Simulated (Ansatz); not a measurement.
# BN: the cost of one run

Method: DFT PBE+D3(BJ), scalar-relativistic, plane waves, PAW, in Ansatz 0.2.0.

**1. The structure to begin with**

Symmetry: P3m1, No. 156, trigonal system. Conventional cell: a = 2.383 Å, b = 2.383 Å, c = 18.000 Å, α = 90.00°, β = 90.00°, γ = 120.00°. Around B (site symmetry 3m) lie 3 N at 1.42 Å. N (site symmetry 3m) is surrounded by 3 B at 1.42 Å.

Coordinates:

```
CELL_PARAMETERS angstrom
2.38324 0.00000 0.00000
-1.19162 2.06394 0.00000
0.00000 0.00000 18.00000
ATOMIC_POSITIONS crystal
B 0.00000 0.00000 0.41875
B 0.00000 0.00000 0.60173
N 0.66667 0.33333 0.39827
N 0.33333 0.66667 0.58125
```

A structure generator made this guess: sheets of the FeN type as a bilayer. Lengths come from tabulated atomic sizes and are only a guess.

Only a and b are periodic; c spans vacuum, so the box's volume, pressure and space group aren't properties of the sheet.

**2. The guess as it stands, on a coarse mesh**

input.yaml

```yaml
crystal:
  lattice:
    - [2.38323619, 0.0, 0.0]
    - [-1.1916177, 2.06394307, 0.0]
    - [0.0, 0.0, 18.0]
  atoms:
    - { symbol: B, position: [0.0, 0.0, 0.41875] }
    - { symbol: B, position: [0.0, 0.0, 0.60172977] }
    - { symbol: "N", position: [0.66666667, 0.33333333, 0.39827023] }
    - { symbol: "N", position: [0.33333333, 0.66666667, 0.58125] }
  periodic: [true, true, false]
basis:
  ecutwfc: 420
kpoints:
  mp_grid: { grid: [12, 12, 1] }
hamiltonian:
  xc: pbe
  dispersion: d3bj
scf:
  occupations: { method: gaussian, width: 0.1 }
  lower_state_search: "off"
output:
  forces: true
  stress: true
  eigenvalues: true
```

Started as:

```bash
> ansatz run input.yaml --threads 1 --pin off --max-ram 2560MiB --backend cpu --events-out ev --progress --plain --runs-dir out
```

What time and memory should one allow on 1 thread of Intel Xeon at 2.70GHz, shared host?

About 4.4 s, with a peak of 0.35 GiB.
